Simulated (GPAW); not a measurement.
**CdS (Greenockite): band structure with TPSS**

**What was measured.**

From “Isotope dependence of band-gap energy”, 2008, arxiv:0807.2152, for a bulk crystal of CdS: band gap 2.5809 ± 0.0002 eV.

The system is CdS (Greenockite).

```xyz
4
Lattice="4.1500 0.0000 0.0000 -2.0750 3.5940 0.0000 0.0000 0.0000 6.7370" Properties=species:S:1:pos:R:3 pbc="T T T"
Cd    2.0750    1.1980    3.3685
Cd    0.0000    2.3960    0.0000
S     2.0750    1.1980    5.8949
S     0.0000    2.3960    2.5264
```

```json
{
  "Program": "GPAW 26.7.0",
  "Task": "band structure",
  "Functional": "TPSS",
  "Potentials or basis": "GPAW PAW data sets (gpaw-data 1.2.1)",
  "Cutoff": "600 eV",
  "Basis": "pw",
  "k mesh": "6 × 6 × 3",
  "Occupations": "fermi-dirac, width 0.05 eV",
  "Spin": "no spin polarisation",
  "Eigensolver": "davidson",
  "Maxiter": "150",
  "Band path": "GMKGALHA,LM,KH",
  "Band points": "100"
}
```

```
Pressure                : 1.6 GPa
Largest force           : 0.077 eV/Å
Band gap on the k mesh  : 1.38 eV, direct
Band gap along the path : 1.38 eV, direct
```

Forces on the atoms (eV/Å):
```
Cd   0.000  0.000 -0.077
Cd   0.000  0.000 -0.076
S    0.000  0.000  0.077
S    0.000  0.000  0.076
```

Stress tensor (GPa, compression positive):
```
1.48 0.00 0.00
0.00 1.48 0.00
0.00 0.00 1.96
```

Levels at the corners of the path, in eV from the valence-band top:
| point | band 16 | band 17 | band 18 | band 19 | band 20 | band 21 |
| --- | --- | --- | --- | --- | --- | --- |
| Γ | -0.04 | 0.00 | 0.00 | 1.38 | 2.97 | 6.65 |
| M | -1.89 | -1.29 | -0.74 | 3.88 | 4.07 | 5.28 |
| K | -1.85 | -1.85 | -1.61 | 4.83 | 5.25 | 5.25 |
| Γ | -0.04 | 0.00 | 0.00 | 1.38 | 2.97 | 6.65 |
| A | -0.40 | -0.40 | -0.40 | 3.02 | 3.02 | 6.35 |
| L | -1.34 | -1.33 | -1.33 | 3.66 | 3.66 | 5.55 |
| H | -2.40 | -1.13 | -1.13 | 4.57 | 4.57 | 6.28 |
| A | -0.40 | -0.40 | -0.40 | 3.02 | 3.02 | 6.35 |
| L | -1.34 | -1.33 | -1.33 | 3.66 | 3.66 | 5.55 |
| M | -1.89 | -1.29 | -0.74 | 3.88 | 4.07 | 5.28 |
| K | -1.85 | -1.85 | -1.61 | 4.83 | 5.25 | 5.25 |
| H | -2.40 | -1.13 | -1.13 | 4.57 | 4.57 | 6.28 |

Wall time 9.1 min on 1 thread of Arm Neoverse V2, on a shared host, peak memory 0.69 GiB.

A measured gap of CdS is 2.5809 eV (quoted in “Isotope dependence of band-gap energy”, 2008, arxiv:0807.2152); the calculated 1.38 eV misses it by -1.20 eV. Spin-orbit coupling on Cd is left out. The value is that of TPSS, without temperature or zero-point motion.

Caveat: the PAW data sets were made with another functional, which shifts forces and pressure a little.
